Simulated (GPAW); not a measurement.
Runs of GPAW 26.7.0 on Li. All rows change the cell; the cell of one of them follows. The cell holds a slab with vacuum, 5 atoms: a = 3.101 Å, b = 3.101 Å, c = 25.108 Å, α = 90.00°, β = 90.00°, γ = 120.00°. 

| task | level | potentials or basis | cutoff (eV) | bias | tip height | symmetry | band path | band points | grid spacing | gap on the mesh (eV) | largest force (eV/Å) | work function (eV) |
| --- | --- | --- | --- | --- | --- | --- | --- | --- | --- | --- | --- | --- |
| stm | PBEsol | PAW data sets generated in the run's folder for this functional, pw | 600 | -0.5 | 2.5 | point_group=False | - | - | - | none | 0.09 | 3.37 |
| single point | PBE | GPAW PAW data sets (gpaw-data 1.2.1), pw | 600 | - | - | - | - | - | - | none | 0.09 | (a) |
| band structure | r2SCAN | GPAW PAW data sets (gpaw-data 1.2.1), pw | 600 | - | - | - | GMKG | 61 | - | - | 0.07 | - |
| density of states | PBE | GPAW PAW data sets (gpaw-data 1.2.1), lcao:dzp | - | - | - | - | - | - | 0.16 Å | none | 0.11 | - |

Alike in all rows: no spin polarisation; cell the (0 0 1) slab of Li, cut from the database cell, not relaxed; k mesh 10 × 10 × 1; smearing fermi-dirac 0.05 eV.

**Question.** Fill in the values left out.

**Answer.** (a) 3.35.

Caveats: the PAW data sets were made with another functional, which shifts forces and pressure a little (some runs); the real-space grid adds noise to forces (some runs); the basis of atomic orbitals isn't converged, which shifts pressures, moduli and gaps (some runs).

A gap of «none» marks a metal or a gap under the smearing width.
